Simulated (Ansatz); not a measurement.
## What DFT gives for TiPbO3

```
CELL_PARAMETERS angstrom
7.94448 0.00000 0.00000
0.00000 3.97224 0.00000
0.00000 0.00000 3.97224
ATOMIC_POSITIONS crystal
Pb 0.00000 0.00000 0.00000
Pb 0.50000 0.00000 0.00000
Ti 0.25000 0.50000 0.50000
Ti 0.75000 0.50000 0.50000
O 0.25000 0.50000 0.00000
O 0.75000 0.50000 0.00000
O 0.25000 0.00000 0.50000
O 0.75000 0.00000 0.50000
O 0.00000 0.50000 0.50000
O 0.50000 0.50000 0.50000
```

The numbers come from plane-wave PAW DFT (Ansatz): r2SCAN, with U_eff = 5.18 eV on Ti d, U_eff = 1.41 eV on O p (atomic projectors), no spin polarisation, 500 eV, 4×7×7 Γ-centred k points, fermi-dirac occupations (width 0.1 eV). Nothing was relaxed.

Is the cell too large or too small?

The pressure is -3.5 GPa (compression positive), so with the atoms held at these fractions the cell would first shrink.

What do density and ELF say about some of the short contacts?

Ti–O at 1.99 Å: least valence density 0.66 e/Å³ and ELF 0.21 there. Pb–O at 2.81 Å: least valence density 0.16 e/Å³ and ELF 0.09 there, a closed-shell (ionic or weak) contact. Both are smooth PAW fields, read partly inside the augmentation spheres.

How is the charge shared?

Bader charges in e: Ti +2.49, Pb +1.47, O -1.32. In the mean Ti gives up most and O takes most.

What is the band gap?

The gap is 2.60 eV, direct at the points sampled. A semilocal functional usually gives too small a gap.

What is the character of the valence top and the conduction bottom?

Within 0.7 eV of the edges, the states project mainly on O p (83 %) and Pb s (14 %) below the gap and on Ti d (89 %) above it.

Origin: a database entry at a rescaled volume. Caveats: no spin-orbit coupling, which can shift this gap by tenths of an eV.
